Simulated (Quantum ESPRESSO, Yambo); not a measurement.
**GaAs (F-43m): G0W0 in Yambo against the screening cutoff**

Wanted: the cheapest screening cutoff that holds the gap of GaAs (F-43m).

Calculated with Yambo 5.3.0; PBE and many-body steps on it, plane waves.

### Step 1. Set-up

It takes space group F-43m (No. 216, cubic). Conventional cell: a = 5.654 Å, b = 5.654 Å, c = 5.654 Å, α = 90.00°, β = 90.00°, γ = 90.00°. Nearest to Ga lie 4 As at 2.45 Å. Nearest to As lie 4 Ga at 2.45 Å. Farther neighbours are not listed.

As a file:

```cif
data_structure
_symmetry_space_group_name_H-M 'F-43m'
_symmetry_Int_Tables_number 216
_cell_length_a 5.6537
_cell_length_b 5.6537
_cell_length_c 5.6537
_cell_angle_alpha 90.000
_cell_angle_beta 90.000
_cell_angle_gamma 90.000
_cell_volume 180.72
loop_
_atom_site_label
_atom_site_type_symbol
_atom_site_symmetry_multiplicity
_atom_site_Wyckoff_symbol
_atom_site_fract_x
_atom_site_fract_y
_atom_site_fract_z
_atom_site_occupancy
Ga1 Ga 4 a 0.00000 0.00000 0.00000 1
As1 As 4 d 0.25000 0.25000 0.75000 1
```

The cell and positions come from the Crystallography Open Database and are kept as given unless a step says otherwise.

### Step 2. 3.25 Ha

This step: Yambo 5.3.0; G0W0 on PBE, plane waves, norm-conserving pseudopotentials.

Now the one-shot GW correction: screening in the RPA, then the self-energy of the levels asked for.

The input, gw7.in:

```
HF_and_locXC
gw0
dyson
ppa
em1d
rim_cut
RandQpts= 1000000
RandGvec= 1 RL
EXXRLvcs= 104 Ry
VXCRLvcs= 416 Ry
Chimod= "HARTREE"
% BndsRnXp
 1 | 124 |
%
NGsBlkXp= 6.5 Ry
% LongDrXp
 1 | 1 | 1 |
%
% GbndRnge
 1 | 124 |
%
DysSolver= "n"
ExtendOut
PPAPntXp= 27.21138 eV
% QPkrange
 1 | 1 | 21 | 24 |
%
```

On the command line:

```console
$ OMP_NUM_THREADS=1 mpirun -n 4 yambo -F gw7.in -J gw7 -C gw7 > gw7.log
```

The program printed:

```text
 Yambo, version 5.3.0

 [02] CORE Variables Setup
 =========================

  [... cell, symmetries and grids as in the set-up ...]

  [02.05] Energies & Occupations
  ==============================

  [X] === General ===
  [X] Electronic Temperature                        :  0.000000  0.000000 [eV K]
  [X] Bosonic    Temperature                        :  0.000000  0.000000 [eV K]
  [X] Finite Temperature mode                       : no
  [X] El. density                                   :  0.97390E+24 [cm-3]
  [X] Fermi Level                                   :  9.827511 [eV]

  [X] === Gaps and Widths ===
  [X] Conduction Band Min                           :  0.518057 [eV]
  [X] Valence Band Max                              :  0.000000 [eV]
  [X] Filled Bands                                  :  22
  [X] Empty Bands                                   :    23   427
  [X] Direct Gap                                    :  0.518057 [eV]
  [X] Direct Gap localized at k                     :  1
  [X] Indirect Gap                                  :  0.518057 [eV]
  [X] Indirect Gap between kpts                     :  1  1
  [X] Last valence band width                       :  3.339194 [eV]
  [X] 1st conduction band width                     :  4.106600 [eV]

 [03] Transferred momenta grid and indexing
 ==========================================

 IBZ Q-points                                      :   8
 BZ  Q-points                                      :   64

 K/Q-points units:
 rlu = crystal or reduced units; cc = cartesian coordinates; iku = interal k-units

 Q [1]          [rlu]:  0.000000  0.000000  0.000000
 Q [2]          [rlu]: -0.91587E-18 -0.91587E-18  0.25000
 Q [3]          [rlu]:  0.18317E-17  0.18317E-17 -0.50000
 Q [4]          [rlu]: -0.26116E-17  0.25000      0.25000
 Q [5]          [rlu]:  0.71282E-16  0.25000      0.50000
 Q [6]          [rlu]:  0.18317E-17  0.25000     -0.25000
 Q [7]          [rlu]:  0.52231E-17 -0.50000     -0.50000
 Q [8]          [rlu]:  0.250000 -0.500000 -0.250000

 [04] Coloumb potential Random Integration (RIM)
 ===============================================

  [04.01] RIM initialization
  ==========================

  * Diagonal components only detected *

  8 x (sBL volume)        :  0.101699 [a.u.]
  sBZ random points       :  1000000
  Points outside the sBZ  :   7987327
  RL volume               :  0.813588 [a.u.]
  Integrated volume       :  0.814879 [a.u.]

  [04.02] RIM integrals
  =====================

  Gamma point sphere radius             :  0.084669 [a.u.]
  Points outside the sphere             :   799513
  [Int_sBZ(q=0) 1/q^2]*(Vol_sBZ)^(-1/3) =:  7.764325
                                 should be <:  7.795600

  Summary of Coulomb integrals for non-metallic bands |Q|[au] RIM/Bare

  Q [1] 0.100000E-4 0.995988 * Q [2] 0.254653 1.066317
  Q [4] 0.294048 1.065091 * Q [6] 0.415847 1.027759
  Q [5] 0.487623 1.020584 * Q [3] 0.509306 1.018268
  Q [7] 0.588096 1.014689 * Q [8] 0.657511 1.011648

 [WARNING] [Xp] User bands 1-124 break level degeneracy

 [05] Dipoles
 ============

  [05.01] Setup: observables and procedures
  =========================================

 [06] Dynamic Dielectric Matrix (PPA)
 ====================================

 [WR./gw7//ndb.pp]---------------------------------------------------------------
  Brillouin Zone Q/K grids (IBZ/BZ)                :    8   64    8   64
  RL vectors                                       :   6567 [WF]
  Coulomb cutoff potential                         : none
  Electronic Temperature                           :  0.000000 [K]
  Bosonic    Temperature                           :  0.000000 [K]
  PPA    diel. fun.  energies                      : Perdew, Burke & Ernzerhof(X)+Perdew, Burke & Ernzerhof(C)
  wavefunctions                                    : Perdew, Burke & Ernzerhof(X)+Perdew, Burke & Ernzerhof(C)
  Global Gauge                                     : length
  X matrix size                                    :   89
  X band range                                     :    1  124
  X e/h energy range                               : -1.000000 -1.000000 [eV]
  X Time ordering                                  : R
  X Hxc Kernel                                     : HARTREE
  X Drude frequency                                :  0.000000  0.000000
  X poles                                          :  100.0000 [o/o]
  RL vectors in the sum                            :   6567
  [r,Vnl] included                                 : yes
  Field direction                                  :  0.577350E-5  0.577350E-5  0.577350E-5
  BZ energy Double Grid                            : no
  BZ energy DbGd points                            : 0
  BZ Q point size factor                           : -1.000000
  X Optical Averaged directions                    : none

 [07] Local Exchange-Correlation + Non-Local Fock
 ================================================

 [VXC] Plane waves :   43655
 [EXS] Plane waves :   5601

 QP @ state[ 1 ] K range:  1  1
 QP @ state[ 1 ] b range:  21  24

 [xc] Functional : Perdew, Burke & Ernzerhof(X)+Perdew, Burke & Ernzerhof(C)
 [xc] LIBXC used to calculate xc functional
  PP Number of Atomic Species                      :  2
  NLCC RL compoments                               :   43655
  PP Number of Atomic Species                      :  2
  NLCC RL compoments                               :   43655

 [xc] E_xc :  -45.46123 [Ha]
      E_xc :  -90.92246 [Ry]

  Local XC kind (lXC) : Perdew, Burke & Ernzerhof(X)+Perdew, Burke & Ernzerhof(C)
  Non-Local XC kind (nlXC) : Hartree-Fock

  Corrections @ K [1] :  [eV]
 <21|nlXC|21> = -15.93725 -0.10102E-16 <21|lXC|21> = -14.36257 -0.94408E-15
 <22|nlXC|22> = -15.93713  0.39986E-17 <22|lXC|22> = -14.36257  0.18882E-15
 <23|nlXC|23> = -10.69830  0.28943E-17 <23|lXC|23> = -14.69845 -0.11801E-16
 <24|nlXC|24> = -7.088555  0.33380E-17 <24|lXC|24> = -11.53166  0.000000

 [08] Dyson equation: Newton solver
 ==================================

  [08.01] G0W0 (W PPA)
  ====================

  [  GW  ] Bands range     :    1  124
  [GW/PPA] G damping       :  0.100000 [eV]

  QP @ state[ 1 ] K range:  1  1
  QP @ state[ 1 ] b range:  21  24

   Sc/G bands                                       :    1  124
   Sc/G damping                                     :  0.100000 ev
   Sc bands terminator                              : no
   Sx RL components                                 :   5601

   QP @ state[ 1 ] K range                          :  1  1
   QP @ state[ 1 ] b range                          :  21  24
   GF energies kind                                 : Perdew, Burke & Ernzerhof(X)+Perdew, Burke & Ernzerhof(C)
   GF WF`s kind                                     : Perdew, Burke & Ernzerhof(X)+Perdew, Burke & Ernzerhof(C)
   Xs energies kind                                 : Perdew, Burke & Ernzerhof(X)+Perdew, Burke & Ernzerhof(C)
   Xs WF`s kind                                     : Perdew, Burke & Ernzerhof(X)+Perdew, Burke & Ernzerhof(C)

 [11] Game Over & Game summary
```

It took 84 s on 4 MPI ranks of Arm Neoverse V2, shared host; peak memory 2.1 GiB; 5.6 min of CPU time.

This step gave:

| Quantity | Value |
| --- | --- |
| G0W0 gap on the points computed | 1.172 eV |
| starting gap on the mesh | 0.5181 eV |
| k of the valence top | 0, 0, 0 |
| k of the conduction bottom | 0, 0, 0 |
| least direct G0W0 gap on the computed points | 1.172 eV |
| Z at the valence top | 0.7964 |
| Z at the conduction bottom | 0.7994 |

The gap on the mesh goes from 0.52 eV to 1.17 eV, a correction of +0.65 eV.

### Step 3. 5.25 Ha

The input, gw8.in:

```
HF_and_locXC
gw0
dyson
ppa
em1d
rim_cut
RandQpts= 1000000
RandGvec= 1 RL
EXXRLvcs= 104 Ry
VXCRLvcs= 416 Ry
Chimod= "HARTREE"
% BndsRnXp
 1 | 124 |
%
NGsBlkXp= 10.5 Ry
% LongDrXp
 1 | 1 | 1 |
%
% GbndRnge
 1 | 124 |
%
DysSolver= "n"
ExtendOut
PPAPntXp= 27.21138 eV
% QPkrange
 1 | 1 | 21 | 24 |
%
```

On the command line:

```console
$ OMP_NUM_THREADS=1 mpirun -n 4 yambo -F gw8.in -J gw8 -C gw8 > gw8.log
```

The program printed:

```text
 Yambo, version 5.3.0

 [02] CORE Variables Setup
 =========================

  [... cell, symmetries and grids as in the set-up ...]

  [02.05] Energies & Occupations
  ==============================

  [X] === General ===
  [X] Electronic Temperature                        :  0.000000  0.000000 [eV K]
  [X] Bosonic    Temperature                        :  0.000000  0.000000 [eV K]
  [X] Finite Temperature mode                       : no
  [X] El. density                                   :  0.97390E+24 [cm-3]
  [X] Fermi Level                                   :  9.827511 [eV]

  [X] === Gaps and Widths ===
  [X] Conduction Band Min                           :  0.518057 [eV]
  [X] Valence Band Max                              :  0.000000 [eV]
  [X] Filled Bands                                  :  22
  [X] Empty Bands                                   :    23   427
  [X] Direct Gap                                    :  0.518057 [eV]
  [X] Direct Gap localized at k                     :  1
  [X] Indirect Gap                                  :  0.518057 [eV]
  [X] Indirect Gap between kpts                     :  1  1
  [X] Last valence band width                       :  3.339194 [eV]
  [X] 1st conduction band width                     :  4.106600 [eV]

 [03] Transferred momenta grid and indexing
 ==========================================

 IBZ Q-points                                      :   8
 BZ  Q-points                                      :   64

 K/Q-points units:
 rlu = crystal or reduced units; cc = cartesian coordinates; iku = interal k-units

 Q [1]          [rlu]:  0.000000  0.000000  0.000000
 Q [2]          [rlu]: -0.91587E-18 -0.91587E-18  0.25000
 Q [3]          [rlu]:  0.18317E-17  0.18317E-17 -0.50000
[...]
================================================

 [VXC] Plane waves :   43655
 [EXS] Plane waves :   5601

 QP @ state[ 1 ] K range:  1  1
 QP @ state[ 1 ] b range:  21  24

 [xc] Functional : Perdew, Burke & Ernzerhof(X)+Perdew, Burke & Ernzerhof(C)
 [xc] LIBXC used to calculate xc functional
  PP Number of Atomic Species                      :  2
  NLCC RL compoments                               :   43655
  PP Number of Atomic Species                      :  2
  NLCC RL compoments                               :   43655

 [xc] E_xc :  -45.46123 [Ha]
      E_xc :  -90.92246 [Ry]

  Local XC kind (lXC) : Perdew, Burke & Ernzerhof(X)+Perdew, Burke & Ernzerhof(C)
  Non-Local XC kind (nlXC) : Hartree-Fock

  Corrections @ K [1] :  [eV]
 <21|nlXC|21> = -15.93725 -0.10102E-16 <21|lXC|21> = -14.36257 -0.94408E-15
 <22|nlXC|22> = -15.93713  0.39986E-17 <22|lXC|22> = -14.36257  0.18882E-15
 <23|nlXC|23> = -10.69830  0.28943E-17 <23|lXC|23> = -14.69845 -0.11801E-16
 <24|nlXC|24> = -7.088555  0.33380E-17 <24|lXC|24> = -11.53166  0.000000

 [08] Dyson equation: Newton solver
 ==================================

  [08.01] G0W0 (W PPA)
  ====================

  [  GW  ] Bands range     :    1  124
  [GW/PPA] G damping       :  0.100000 [eV]

  QP @ state[ 1 ] K range:  1  1
  QP @ state[ 1 ] b range:  21  24

   Sc/G bands                                       :    1  124
   Sc/G damping                                     :  0.100000 ev
   Sc bands terminator                              : no
   Sx RL components                                 :   5601

   QP @ state[ 1 ] K range                          :  1  1
   QP @ state[ 1 ] b range                          :  21  24
   GF energies kind                                 : Perdew, Burke & Ernzerhof(X)+Perdew, Burke & Ernzerhof(C)
   GF WF`s kind                                     : Perdew, Burke & Ernzerhof(X)+Perdew, Burke & Ernzerhof(C)
   Xs energies kind                                 : Perdew, Burke & Ernzerhof(X)+Perdew, Burke & Ernzerhof(C)
   Xs WF`s kind                                     : Perdew, Burke & Ernzerhof(X)+Perdew, Burke & Ernzerhof(C)

 [11] Game Over & Game summary
```

Wall time 1.7 min (4 MPI ranks); peak memory 2.1 GiB.

Numbers from this step:

| Item | Value |
| --- | --- |
| G0W0 gap on the points computed | 1.176 eV |
| starting gap on the mesh | 0.5181 eV |
| k of the valence top | 0, 0, 0 |
| k of the conduction bottom | 0, 0, 0 |
| least direct G0W0 gap on the computed points | 1.176 eV |
| Z at the valence top | 0.7951 |
| Z at the conduction bottom | 0.7985 |

Against the run before, the gap moves by +0.004 eV.

### Step 4. 10.5 Ha

The input, gw9.in:

```
HF_and_locXC
gw0
dyson
ppa
em1d
rim_cut
RandQpts= 1000000
RandGvec= 1 RL
EXXRLvcs= 104 Ry
VXCRLvcs= 416 Ry
Chimod= "HARTREE"
% BndsRnXp
 1 | 124 |
%
NGsBlkXp= 21 Ry
% LongDrXp
 1 | 1 | 1 |
%
% GbndRnge
 1 | 124 |
%
DysSolver= "n"
ExtendOut
PPAPntXp= 27.21138 eV
% QPkrange
 1 | 1 | 21 | 24 |
%
```

On the command line:

```console
$ OMP_NUM_THREADS=1 mpirun -n 4 yambo -F gw9.in -J gw9 -C gw9 > gw9.log
```

The program printed:

```text
 Yambo, version 5.3.0

 [02] CORE Variables Setup
 =========================

  [... cell, symmetries and grids as in the set-up ...]

  [02.05] Energies & Occupations
  ==============================

  [X] === General ===
  [X] Electronic Temperature                        :  0.000000  0.000000 [eV K]
  [X] Bosonic    Temperature                        :  0.000000  0.000000 [eV K]
  [X] Finite Temperature mode                       : no
  [X] El. density                                   :  0.97390E+24 [cm-3]
[...]
Sx RL components                                 :   5601

   QP @ state[ 1 ] K range                          :  1  1
   QP @ state[ 1 ] b range                          :  21  24
   GF energies kind                                 : Perdew, Burke & Ernzerhof(X)+Perdew, Burke & Ernzerhof(C)
   GF WF`s kind                                     : Perdew, Burke & Ernzerhof(X)+Perdew, Burke & Ernzerhof(C)
   Xs energies kind                                 : Perdew, Burke & Ernzerhof(X)+Perdew, Burke & Ernzerhof(C)
   Xs WF`s kind                                     : Perdew, Burke & Ernzerhof(X)+Perdew, Burke & Ernzerhof(C)

 [11] Game Over & Game summary
```

Run time: 4.9 min. Hardware: 4 MPI ranks; peak memory 2.1 GiB; 19 min of CPU time.

Numbers from this step:

- G0W0 gap on the points computed: 1.179 eV
- starting gap on the mesh: 0.5181 eV
- k of the valence top: 0, 0, 0
- k of the conduction bottom: 0, 0, 0
- least direct G0W0 gap on the computed points: 1.179 eV

Against the run before, the gap moves by +0.003 eV.

### Step 5. 13 Ha

The input, gw10.in:

```
HF_and_locXC
gw0
dyson
ppa
em1d
rim_cut
RandQpts= 1000000
RandGvec= 1 RL
EXXRLvcs= 104 Ry
VXCRLvcs= 416 Ry
Chimod= "HARTREE"
% BndsRnXp
 1 | 124 |
%
NGsBlkXp= 26 Ry
% LongDrXp
 1 | 1 | 1 |
%
% GbndRnge
 1 | 124 |
%
DysSolver= "n"
ExtendOut
PPAPntXp= 27.21138 eV
% QPkrange
 1 | 1 | 21 | 24 |
%
```

On the command line:

```console
$ OMP_NUM_THREADS=1 mpirun -n 4 yambo -F gw10.in -J gw10 -C gw10 > gw10.log
```

The program printed:

```text
 Yambo, version 5.3.0

 [02] CORE Variables Setup
 =========================

  [... cell, symmetries and grids as in the set-up ...]

  [02.05] Energies & Occupations
  ==============================

  [X] === General ===
  [X] Electronic Temperature                        :  0.000000  0.000000 [eV K]
  [X] Bosonic    Temperature                        :  0.000000  0.000000 [eV K]
  [X] Finite Temperature mode                       : no
  [X] El. density                                   :  0.97390E+24 [cm-3]
[...]
Sx RL components                                 :   5601

   QP @ state[ 1 ] K range                          :  1  1
   QP @ state[ 1 ] b range                          :  21  24
   GF energies kind                                 : Perdew, Burke & Ernzerhof(X)+Perdew, Burke & Ernzerhof(C)
   GF WF`s kind                                     : Perdew, Burke & Ernzerhof(X)+Perdew, Burke & Ernzerhof(C)
   Xs energies kind                                 : Perdew, Burke & Ernzerhof(X)+Perdew, Burke & Ernzerhof(C)
   Xs WF`s kind                                     : Perdew, Burke & Ernzerhof(X)+Perdew, Burke & Ernzerhof(C)

 [11] Game Over & Game summary
```

Wall time 8.4 min (4 MPI ranks); peak memory 2.1 GiB; 33 min of CPU time.

This step gave:

| Item | Value |
| --- | --- |
| G0W0 gap on the points computed | 1.183 eV |
| starting gap on the mesh | 0.5181 eV |
| k of the valence top | 0, 0, 0 |
| k of the conduction bottom | 0, 0, 0 |
| least direct G0W0 gap on the computed points | 1.183 eV |

Against the run before, the gap moves by +0.003 eV.

### Step 6. 16.25 Ha

The input, gw11.in:

```
HF_and_locXC
gw0
dyson
ppa
em1d
rim_cut
RandQpts= 1000000
RandGvec= 1 RL
EXXRLvcs= 104 Ry
VXCRLvcs= 416 Ry
Chimod= "HARTREE"
% BndsRnXp
 1 | 124 |
%
NGsBlkXp= 32.5 Ry
% LongDrXp
 1 | 1 | 1 |
%
% GbndRnge
 1 | 124 |
%
DysSolver= "n"
ExtendOut
PPAPntXp= 27.21138 eV
% QPkrange
 1 | 1 | 21 | 24 |
%
```

On the command line:

```console
$ OMP_NUM_THREADS=1 mpirun -n 4 yambo -F gw11.in -J gw11 -C gw11 > gw11.log
```

The program printed:

```text
 Yambo, version 5.3.0

 [02] CORE Variables Setup
 =========================

  [... cell, symmetries and grids as in the set-up ...]

  [02.05] Energies & Occupations
  ==============================

  [X] === General ===
  [X] Electronic Temperature                        :  0.000000  0.000000 [eV K]
  [X] Bosonic    Temperature                        :  0.000000  0.000000 [eV K]
  [X] Finite Temperature mode                       : no
  [X] El. density                                   :  0.97390E+24 [cm-3]
[...]
Sx RL components                                 :   5601

   QP @ state[ 1 ] K range                          :  1  1
   QP @ state[ 1 ] b range                          :  21  24
   GF energies kind                                 : Perdew, Burke & Ernzerhof(X)+Perdew, Burke & Ernzerhof(C)
   GF WF`s kind                                     : Perdew, Burke & Ernzerhof(X)+Perdew, Burke & Ernzerhof(C)
   Xs energies kind                                 : Perdew, Burke & Ernzerhof(X)+Perdew, Burke & Ernzerhof(C)
   Xs WF`s kind                                     : Perdew, Burke & Ernzerhof(X)+Perdew, Burke & Ernzerhof(C)

 [11] Game Over & Game summary
```

Elapsed: 13 min, on 4 MPI ranks; peak memory 2.1 GiB; 52 min of CPU time.

Numbers from this step:

```
G0W0 gap on the points computed              : 1.186 eV
starting gap on the mesh                     : 0.5181 eV
k of the valence top                         : 0, 0, 0
k of the conduction bottom                   : 0, 0, 0
least direct G0W0 gap on the computed points : 1.186 eV
```

Against the run before, the gap moves by +0.004 eV.

### Step 7. Side by side

Times are wall times on 4 MPI ranks of Arm Neoverse V2, shared host, good to a factor of about two.

| run | mesh | bands | screening cutoff (eV) | DFT gap (eV) | gap on the mesh (eV) | direct (eV) | time |
| --- | --- | --- | --- | --- | --- | --- | --- |
| 3.25 Ha | 4×4×4 | 124 | 88.4 | 0.518 | 1.172 | 1.172 | 84 s |
| 5.25 Ha | 4×4×4 | 124 | 142.9 | 0.518 | 1.176 | 1.176 | 1.7 min |
| 10.5 Ha | 4×4×4 | 124 | 285.7 | 0.518 | 1.179 | 1.179 | 4.9 min |
| 13 Ha | 4×4×4 | 124 | 353.7 | 0.518 | 1.183 | 1.183 | 8.4 min |
| 16.25 Ha | 4×4×4 | 124 | 442.2 | 0.518 | 1.186 | 1.186 | 13 min |

### Step 8. Summary of results

```json
{
 "3.25 Ha": "1.172 eV",
 "5.25 Ha": "1.176 eV",
 "10.5 Ha": "1.179 eV",
 "13 Ha": "1.183 eV",
 "16.25 Ha": "1.186 eV",
 "known limits": "not at the basis limit; no spin-orbit coupling; coarse k mesh"
}
```

In words: The setting moved: screening cutoff. From 3.25 Ha to 16.25 Ha the gap moves by +0.01 eV, for 9.3 times the time. It holds to 0.03 eV from 3.25 Ha on. Bands and screening cutoff are coupled, so a series along one setting does not show full convergence. Bands and cutoff are finite, so the gap is not at the basis limit. The miss can reach some tenths of an eV and take either sign; the mesh is an error of its own. In the G0W0 runs levels were corrected at 1 k point alone, so a gap called «on the mesh» is the least over those, and an edge elsewhere would be missed. The 4×4×4 mesh is coarse for this cell, which bears on the long-range parts of exchange and screening. The many-body steps are scalar-relativistic: spin-orbit coupling is not in them.

[Paths, hosts, dates, memory and timing lines, banners, echoed tables and standing remarks are left out of the program output.]

[Logs are printed without paths, hosts, clocks, repeated set-up lines and the standing remarks that a program may print on its own settings, such as how far it seeks lower states.]

[Runs of the session that timed out or met a known fault of the program may be left out.]

[Hosts, paths, dates, database ids (printed as entryN), source tags and the programs' standing remarks are cut or masked in the printed files.]
